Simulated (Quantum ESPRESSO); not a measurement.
# TiO2: single point with PBE

The system is TiO2.

```
Ti O
1.0
    -2.97316    3.28737    3.28740
     2.97316   -3.28737    3.28740
     2.97316    3.28737   -3.28740
Ti O
4 8
Direct
  0.99375 0.50090 0.99997
  0.99960 0.99164 0.49216
  0.49433 0.24736 0.25178
  0.50613 0.76194 0.74935
  0.70072 0.69793 0.50348
  0.70250 0.19214 0.01440
  0.80120 0.74894 0.04979
  0.19081 0.74921 0.44168
  0.80096 0.24169 0.55272
  0.30019 0.80549 0.01493
  0.19662 0.25499 0.95379
  0.30396 0.30962 0.50009
```

The cell is a database's computed one.

The cell isn't the ideal one: atoms moved at random, drawn with an rms of 0.05 Å.

```yaml
Program: Quantum ESPRESSO 7.5
Task: single point
Functional: PBE
Potentials_or_basis: SSSP 1.3 efficiency PBE
Cutoff: 748 eV
Density_cutoff: 5987 eV
k_mesh: 6 × 6 × 6
Occupations: fermi-dirac, width 0.05 eV
Spin: no spin polarisation
Mixing_beta: 0.5
Most_SCF_iterations: 120
SCF_threshold: 2.4e-09 Ry
```

| Quantity | Value |
| --- | --- |
| Pressure | -1.5 GPa |
| Largest force | 1.393 eV/Å |
| Band gap on the k mesh | 1.77 eV |

Forces in eV/Å, atoms in the order of the input:
```
Ti  -1.312  0.006  0.468
Ti   1.272 -0.166  0.230
Ti   0.013 -0.104 -0.448
Ti  -0.230  0.169 -0.398
O    0.292 -0.051 -0.312
O   -0.094 -0.504  0.053
O    0.177  0.267 -0.229
O    0.251  0.499 -0.019
O    0.345  0.211  0.018
O   -0.458 -0.297  0.718
O   -0.401 -0.183  0.076
O    0.144  0.153 -0.157
```

Stress tensor (GPa, compression positive):
```
-1.57 -0.43  0.27
-0.43 -1.48 -0.25
 0.27 -0.25 -1.34
```

Levels at points of the mesh, in eV from the valence-band top:
```csv
k point,band 46,band 47,band 48,band 49,band 50,band 51
"(0.00, 0.00, 0.00)",-0.50,-0.45,0.00,1.77,2.02,2.24
"(0.00, 0.00, -0.50)",-1.20,-0.71,-0.57,2.07,2.26,2.47
"(0.00, -0.50, 0.00)",-1.10,-0.73,-0.58,2.07,2.24,2.38
"(0.00, -0.50, -0.50)",-1.04,-0.77,-0.67,1.81,1.85,2.37
"(-0.50, -0.50, -0.50)",-1.27,-1.11,-1.08,1.79,1.80,2.39
"(-0.50, 0.50, 0.00)",-1.17,-0.67,-0.58,2.07,2.24,2.47
"(-0.50, 0.00, 0.50)",-1.03,-0.83,-0.48,2.16,2.18,2.38
"(-0.50, 0.00, 1.00)",-1.02,-0.76,-0.63,1.80,1.83,2.37
```

It took 8.2 min on 2 MPI ranks on Intel(R) Xeon(R) Platinum 8488C (Sapphire Rapids), with other jobs on the host, peak memory 1.3 GiB a rank.

A k mesh can miss the band edges.
